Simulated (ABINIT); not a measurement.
# C (Fd-3m) in ABINIT: a series of runs

One crystal, C, is run at these levels: BLYP, LDA-VWN; tasks: equation of state.

Everything below comes from runs of ABINIT 10.8.3 (patched build). Logs are shortened: lines on timing, memory, paths and dates and some standing lists are left out, and cuts for length are marked. The log counts tension as positive stress, the text compression.

**Experimental background.**

“Equation of state of cubic boron nitride at high pressures and temperatures”, 2007, arxiv:cond-mat/0702656 quotes, for a bulk crystal of C: bulk modulus 444.8 ± 0.8 GPa.

The results are compared with them further down.

## (1) The structure

It takes space group Fd-3m (No. 227, cubic). Conventional cell: a = 3.567 Å, b = 3.567 Å, c = 3.567 Å, α = 90.00°, β = 90.00°, γ = 90.00°. C (site symmetry -43m) has 4 C at 1.54 Å as nearest neighbours.

This isn't the form of C at room conditions, which is graphite.

## (2) Equation of state, BLYP

run.abi

```
# Datasets: one volume each
ndtset 7
getwfk -1
scalecart1 3*0.9795861087
scalecart2 3*0.9864848297
scalecart3 3*0.9932883884
scalecart4 3*1.0000000000
scalecart5 3*1.0066227096
scalecart6 3*1.0131594038
scalecart7 3*1.0196128224

# Pseudopotentials
pp_dirpath "./"
pseudos "C.upf"

# Structure
acell 3*1.0
rprim
     0.0000000000     3.3700808789     3.3700808789
     3.3700808789     0.0000000000     3.3700808789
     3.3700808789     3.3700808789     0.0000000000
ntypat 1
znucl 6
natom 2
typat 1 1
xred
     0.7500000000     0.7500000000     0.7500000000
     0.5000000000     0.5000000000     0.5000000000

# Plane-wave basis
ecut 41.0

# k points
kptopt 1
ngkpt 13 13 13
nshiftk 1
shiftk 0.0 0.0 0.0

# Exchange and correlation
ixc -106131

# Bands and occupations
nband 8
occopt 3
tsmear 0.05 eV

# SCF cycle
nstep 100
tolvrs 1.0e-10

# Output
iomode 3
prtwf 1
prtden 0
prteig 0
prtebands 0
```

Potentials or basis: PseudoDojo NC SR PBE v0.4.1 standard.

Run with:

```
$ abinit run.abi > log 2>&1
```

run.abo:

```text
.Version 10.8.3 of ABINIT
 DATASET    1 : space group Fd -3 m (#227); Bravais cF (face-center cubic)
================================================================================
 Values of the parameters that define the memory need for DATASET  1.
     intxc =       0    ionmov =       0      iscf =       7    lmnmax =       4
     lnmax =       4     mgfft =      30  mpssoang =       2    mqgrid =    3001
     natom =       2  nloc_mem =       1    nspden =       1   nspinor =       1
    nsppol =       1      nsym =      48    n1xccc =    2501    ntypat =       1
    occopt =       3   xclevel =       2
       mpw =         918          nfft =       27000          nkpt =          84
================================================================================
================================================================================
[... 61 lines left out ...]
 DATASET    7 : space group Fd -3 m (#227); Bravais cF (face-center cubic)
================================================================================
 Values of the parameters that define the memory need for DATASET  7.
     intxc =       0    ionmov =       0      iscf =       7    lmnmax =       4
     lnmax =       4     mgfft =      30  mpssoang =       2    mqgrid =    3001
     natom =       2  nloc_mem =       1    nspden =       1   nspinor =       1
    nsppol =       1      nsym =      48    n1xccc =    2501    ntypat =       1
    occopt =       3   xclevel =       2
       mpw =        1030          nfft =       27000          nkpt =          84
================================================================================
================================================================================

--------------------------------------------------------------------------------
------------- Echo of variables that govern the present computation ------------
--------------------------------------------------------------------------------
 -outvars: echo values of preprocessed input variables --------
            acell      1.0000000000E+00  1.0000000000E+00  1.0000000000E+00 Bohr
              amu      1.20110000E+01
             ecut      4.10000000E+01 Hartree
           getwfk          -1
                       outvar_i_n : Printing only first  50 k-points.
              ixc     -106131
           jdtset        1    2    3    4    5    6    7
                       outvar_i_n : Printing only first  50 k-points.
         kptrlatt       13    0    0      0   13    0      0    0   13
          kptrlen1     6.06933755E+01
          kptrlen2     6.11208077E+01
          kptrlen3     6.15423438E+01
          kptrlen4     6.19581831E+01
          kptrlen5     6.23685142E+01
          kptrlen6     6.27735159E+01
          kptrlen7     6.31733579E+01
            natom           2
            nband           8
           ndtset           7
            ngfft          30      30      30
             nkpt          84
            nstep         100
             nsym          48
           ntypat           1
                       prtocc : prtvol=0, do not print more k-points.
           occopt           3
           prtden           0
        prtebands           0
           prteig           0
            rprim1     0.0000000000E+00  3.3012844142E+00  3.3012844142E+00
                       3.3012844142E+00  0.0000000000E+00  3.3012844142E+00
                       3.3012844142E+00  3.3012844142E+00  0.0000000000E+00
            rprim2     0.0000000000E+00  3.3245336619E+00  3.3245336619E+00
                       3.3245336619E+00  0.0000000000E+00  3.3245336619E+00
                       3.3245336619E+00  3.3245336619E+00  0.0000000000E+00
            rprim3     0.0000000000E+00  3.3474622050E+00  3.3474622050E+00
                       3.3474622050E+00  0.0000000000E+00  3.3474622050E+00
                       3.3474622050E+00  3.3474622050E+00  0.0000000000E+00
            rprim4     0.0000000000E+00  3.3700808789E+00  3.3700808789E+00
                       3.3700808789E+00  0.0000000000E+00  3.3700808789E+00
                       3.3700808789E+00  3.3700808789E+00  0.0000000000E+00
            rprim5     0.0000000000E+00  3.3923999459E+00  3.3923999459E+00
                       3.3923999459E+00  0.0000000000E+00  3.3923999459E+00
                       3.3923999459E+00  3.3923999459E+00  0.0000000000E+00
            rprim6     0.0000000000E+00  3.4144291340E+00  3.4144291340E+00
                       3.4144291340E+00  0.0000000000E+00  3.4144291340E+00
                       3.4144291340E+00  3.4144291340E+00  0.0000000000E+00
            rprim7     0.0000000000E+00  3.4361776767E+00  3.4361776767E+00
                       3.4361776767E+00  0.0000000000E+00  3.4361776767E+00
                       3.4361776767E+00  3.4361776767E+00  0.0000000000E+00
          spgroup         227
           tolvrs      1.00000000E-10
           tsmear      1.83746611E-03 Hartree
            typat      1  1
                       outvars : Printing only first  50 k-points.
           xangst1     2.6204467163E+00  2.6204467163E+00  2.6204467163E+00
                       1.7469644775E+00  1.7469644775E+00  1.7469644775E+00
           xangst2     2.6389011743E+00  2.6389011743E+00  2.6389011743E+00
                       1.7592674496E+00  1.7592674496E+00  1.7592674496E+00
           xangst3     2.6571010680E+00  2.6571010680E+00  2.6571010680E+00
                       1.7714007120E+00  1.7714007120E+00  1.7714007120E+00
           xangst4     2.6750549982E+00  2.6750549982E+00  2.6750549982E+00
                       1.7833699988E+00  1.7833699988E+00  1.7833699988E+00
           xangst5     2.6927711106E+00  2.6927711106E+00  2.6927711106E+00
                       1.7951807404E+00  1.7951807404E+00  1.7951807404E+00
           xangst6     2.7102571271E+00  2.7102571271E+00  2.7102571271E+00
                       1.8068380847E+00  1.8068380847E+00  1.8068380847E+00
           xangst7     2.7275203768E+00  2.7275203768E+00  2.7275203768E+00
                       1.8183469179E+00  1.8183469179E+00  1.8183469179E+00
            xcart1     4.9519266212E+00  4.9519266212E+00  4.9519266212E+00
                       3.3012844142E+00  3.3012844142E+00  3.3012844142E+00
            xcart2     4.9868004928E+00  4.9868004928E+00  4.9868004928E+00
                       3.3245336619E+00  3.3245336619E+00  3.3245336619E+00
            xcart3     5.0211933075E+00  5.0211933075E+00  5.0211933075E+00
                       3.3474622050E+00  3.3474622050E+00  3.3474622050E+00
            xcart4     5.0551213184E+00  5.0551213184E+00  5.0551213184E+00
                       3.3700808789E+00  3.3700808789E+00  3.3700808789E+00
            xcart5     5.0885999188E+00  5.0885999188E+00  5.0885999188E+00
                       3.3923999459E+00  3.3923999459E+00  3.3923999459E+00
            xcart6     5.1216437010E+00  5.1216437010E+00  5.1216437010E+00
                       3.4144291340E+00  3.4144291340E+00  3.4144291340E+00
            xcart7     5.1542665150E+00  5.1542665150E+00  5.1542665150E+00
                       3.4361776767E+00  3.4361776767E+00  3.4361776767E+00
             xred      7.5000000000E-01  7.5000000000E-01  7.5000000000E-01
                       5.0000000000E-01  5.0000000000E-01  5.0000000000E-01
            znucl        6.00000

================================================================================

 chkinp: Checking input parameters for consistency, jdtset=   1.

 chkinp: Checking input parameters for consistency, jdtset=   2.
[... 29 lines left out ...]
 getcut: wavevector=  0.0000  0.0000  0.0000  ngfft=  30  30  30
         ecut(hartree)=     41.000   => boxcut(ratio)=   2.23176

 getcut : COMMENT -
  Note that boxcut > 2.2 ; recall that boxcut=Gcut(box)/Gcut(sphere) = 2
  is sufficient for exact treatment of convolution.
  Such a large boxcut is a waste : you could raise ecut
  e.g. ecut=   51.052900 Hartrees makes boxcut=2

--- Pseudopotential description ------------------------------------------------
- pspini: atom type   1  psp file is ./C.upf
12 -101130 1 -1 1248                          pspcod,pspxc,lmax,lloc,mmax
     nproj     2     2

   6.90154688E+01                                ecore*ucvol(ha*bohr**3)
--------------------------------------------------------------------------------

================================================================================

--- !BeginCycle
iteration_state: {dtset: 1, }
solver: {iscf: 7, nstep: 100, nline: 4, wfoptalg: 0, }
tolerances: {tolvrs: 1.00E-10, }
...
[... 132 lines left out ...]
 getcut: wavevector=  0.0000  0.0000  0.0000  ngfft=  30  30  30
         ecut(hartree)=     41.000   => boxcut(ratio)=   2.21616

 getcut : COMMENT -
  Note that boxcut > 2.2 ; recall that boxcut=Gcut(box)/Gcut(sphere) = 2
  is sufficient for exact treatment of convolution.
  Such a large boxcut is a waste : you could raise ecut
  e.g. ecut=   50.341347 Hartrees makes boxcut=2

--------------------------------------------------------------------------------

-inwffil : will read wavefunctions from disk file runo_DS1_WFK.nc

================================================================================
[... 136 lines left out ...]
 getcut: wavevector=  0.0000  0.0000  0.0000  ngfft=  30  30  30
         ecut(hartree)=     41.000   => boxcut(ratio)=   2.20098

 getcut : COMMENT -
  Note that boxcut > 2.2 ; recall that boxcut=Gcut(box)/Gcut(sphere) = 2
  is sufficient for exact treatment of convolution.
  Such a large boxcut is a waste : you could raise ecut
  e.g. ecut=   49.654080 Hartrees makes boxcut=2

--------------------------------------------------------------------------------

-inwffil : will read wavefunctions from disk file runo_DS2_WFK.nc

================================================================================
[... 683 lines left out ...]
-Cartesian components of stress tensor (GPa)         [Pressure= -7.7432E+00 GPa]
- sigma(1 1)=  7.74317615E+00  sigma(3 2)=  0.00000000E+00
- sigma(2 2)=  7.74317615E+00  sigma(3 1)=  0.00000000E+00
- sigma(3 3)=  7.74317615E+00  sigma(2 1)=  0.00000000E+00

== END DATASET(S) ==============================================================
================================================================================

 -outvars: echo values of variables after computation  --------
            acell      1.0000000000E+00  1.0000000000E+00  1.0000000000E+00 Bohr
           etotal1    -1.1967205285E+01
           etotal2    -1.1969411880E+01
           etotal3    -1.1971044319E+01
           etotal4    -1.1972152007E+01
           etotal5    -1.1972781572E+01
           etotal6    -1.1972975437E+01
           etotal7    -1.1972771003E+01
            fcart1     0.0000000000E+00  2.5488613723E-30 -5.0977227447E-30
                       0.0000000000E+00 -2.5488613723E-30  5.0977227447E-30
            fcart2    -0.0000000000E+00 -0.0000000000E+00 -0.0000000000E+00
                      -0.0000000000E+00 -0.0000000000E+00 -0.0000000000E+00
            fcart3    -5.0274003452E-30  5.0274003452E-30  5.0274003452E-30
                       5.0274003452E-30 -5.0274003452E-30 -5.0274003452E-30
            fcart4    -2.4968291933E-29  4.9936583867E-30  1.4980975160E-29
                       2.4968291933E-29 -4.9936583867E-30 -1.4980975160E-29
            fcart5    -4.9608044196E-30  4.9608044196E-30 -4.9608044196E-30
                       4.9608044196E-30 -4.9608044196E-30  4.9608044196E-30
[... 38 lines left out ...]
                       0.0000000000E+00  0.0000000000E+00  0.0000000000E+00
           xangst1     2.6204467163E+00  2.6204467163E+00  2.6204467163E+00
                       1.7469644775E+00  1.7469644775E+00  1.7469644775E+00
           xangst2     2.6389011743E+00  2.6389011743E+00  2.6389011743E+00
                       1.7592674496E+00  1.7592674496E+00  1.7592674496E+00
           xangst3     2.6571010680E+00  2.6571010680E+00  2.6571010680E+00
                       1.7714007120E+00  1.7714007120E+00  1.7714007120E+00
           xangst4     2.6750549982E+00  2.6750549982E+00  2.6750549982E+00
                       1.7833699988E+00  1.7833699988E+00  1.7833699988E+00
           xangst5     2.6927711106E+00  2.6927711106E+00  2.6927711106E+00
                       1.7951807404E+00  1.7951807404E+00  1.7951807404E+00
           xangst6     2.7102571271E+00  2.7102571271E+00  2.7102571271E+00
                       1.8068380847E+00  1.8068380847E+00  1.8068380847E+00
           xangst7     2.7275203768E+00  2.7275203768E+00  2.7275203768E+00
                       1.8183469179E+00  1.8183469179E+00  1.8183469179E+00
             xred      7.5000000000E-01  7.5000000000E-01  7.5000000000E-01
                       5.0000000000E-01  5.0000000000E-01  5.0000000000E-01
 Calculation completed.
```

Wall time 75 s (1 thread of Arm Neoverse V1, shared host); peak memory 0.1 GiB.

What came out:

```
Equilibrium volume                      : 5.90 Å³/atom
Bulk modulus                            : 398 GPa
Pressure derivative of the bulk modulus : 3.7
```

Energy against volume, from the lowest point:
| volume (Å³/atom) | energy (meV/atom) |
| --- | --- |
| 5.332 | 78.51 |
| 5.445 | 48.48 |
| 5.558 | 26.27 |
| 5.672 | 11.20 |
| 5.785 | 2.64 |
| 5.899 | 0.00 |
| 6.012 | 2.78 |

Caveat: pressures at fixed basis lie under the slope of the energies; the potentials were made for another functional, which shifts forces and pressure.

## (3) Equation of state, LDA-VWN

Changes to run.abi since step 2:

```diff
@@ -16,7 +16,7 @@
 # Structure
-acell 3*1.0
+acell 4.7660140852 4.7660140852 4.7660140852
 rprim
-     0.0000000000     3.3700808789     3.3700808789
-     3.3700808789     0.0000000000     3.3700808789
-     3.3700808789     3.3700808789     0.0000000000
+     0.0000000000     0.7071067812     0.7071067812
+     0.7071067812     0.0000000000     0.7071067812
+     0.7071067812     0.7071067812     0.0000000000
 ntypat 1
@@ -39,3 +39,3 @@
 # Exchange and correlation
-ixc -106131
+ixc -1007
 
@@ -56 +56,2 @@
 prtebands 0
+enunit 2
```

Potentials or basis: PseudoDojo NC SR LDA v0.4.1 standard.

Run with:

```
$ abinit run.abi > log 2>&1
```

It took 74 s on 1 thread of Arm Neoverse V1, shared host; peak memory 0.1 GiB.

It converged, with:

```
Equilibrium volume                      : 5.53 Å³/atom
Bulk modulus                            : 466 GPa
Pressure derivative of the bulk modulus : 3.7
```

Energy against volume, from the lowest point:
```
volume (Å³/atom)  energy (meV/atom)
           5.332              10.87
           5.445               1.80
           5.558               0.00
           5.672               4.82
           5.785              15.66
           5.899              31.95
           6.012              53.22
```

Caveat: pressures at fixed basis lie under the slope of the energies.

## (4) How close it comes

Step 2. Measured bulk modulus of C: 444.8 GPa (quoted in “Equation of state of cubic boron nitride at high pressures and temperatures”, 2007, arxiv:cond-mat/0702656). This calculation gives 398 GPa (-10.4 %). 3 values of this kind are on record (442 to 444.8 GPa); this one was drawn at random among those near their median, those with a stated uncertainty first. The fit is for a static lattice scaled at fixed shape and fixed fractional positions.

Step 3. Measured bulk modulus of C: 444.8 GPa (quoted in “Equation of state of cubic boron nitride at high pressures and temperatures”, 2007, arxiv:cond-mat/0702656). This calculation gives 466 GPa (+4.7 %). 3 values of this kind are on record (442 to 444.8 GPa); this one was drawn at random among those near their median, those with a stated uncertainty first. The fit is for a static lattice scaled at fixed shape and fixed fractional positions. The cell as given is a measured one (5.67 Å³/atom); LDA-VWN puts the equilibrium volume -2.5 % from it, thermal expansion not counted.
